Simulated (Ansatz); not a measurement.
The cell is PbO built on the zincblende prototype; cell and atoms were relaxed with r2SCAN. Pb is surrounded by 4 O at 2.42 Å; O is surrounded by 4 Pb at 2.42 Å.

Space group F-43m (No. 216). a = 5.598 Å, b = 5.598 Å, c = 5.598 Å, α = 90.00°, β = 90.00°, γ = 90.00°
```
atom  site  symmetry       x       y       z
  Pb    4a      -43m  0.0000  0.0000  0.0000
   O    4d      -43m  0.2500  0.2500  0.7500
```

The questions ask for values computed with Ansatz on this geometry. Note: simulated data, non-magnetic, for a generated structure that need not be the stable one.

Problem. Is there a gap with PBE, and of what kind?

Solution. The PBE gap is indirect, 0.43 eV (W to X), below the direct gap of 0.61 eV at X.

Problem. How does the gap change from PBE to LDA (8×8×8)?

Solution. LDA gives an indirect gap of 0.36 eV, from W to X; the least direct gap is 0.54 eV at X. The gap differs by -0.07 eV from PBE's.

Problem. What does HSE06 give for the gap (6×6×6 mesh)?

Solution. With HSE06 the valence top lies at W and the conduction bottom at X, 1.04 eV higher; the smallest vertical gap, at X, is 1.24 eV. The gap differs by +0.61 eV from PBE's.

Problem. Estimate the gap with DDH-PBE0 on 6×6×6.

Solution. DDH-PBE0 gives an indirect gap of 1.05 eV, from W to X; the least direct gap is 1.24 eV at X. The share of exact exchange is 0.126. The gap differs by +0.62 eV from PBE's.

Problem. Roughly how does the cost of the PBE+SOC run (8×8×8) compare with r2SCAN's (8×8×8)?

Solution. About 2.4 times as much (12 core-seconds against 5 core-seconds, on 2 threads of Arm Neoverse V2 (shared host)).

Only the levels marked +SOC include spin-orbit coupling.

The meshes of the hybrids are coarse, so their gaps aren't converged to the digits shown.

Run but not listed, since they were read on a mesh alone, on too coarse a mesh, or into states of the vacuum: LC-ωPBE.
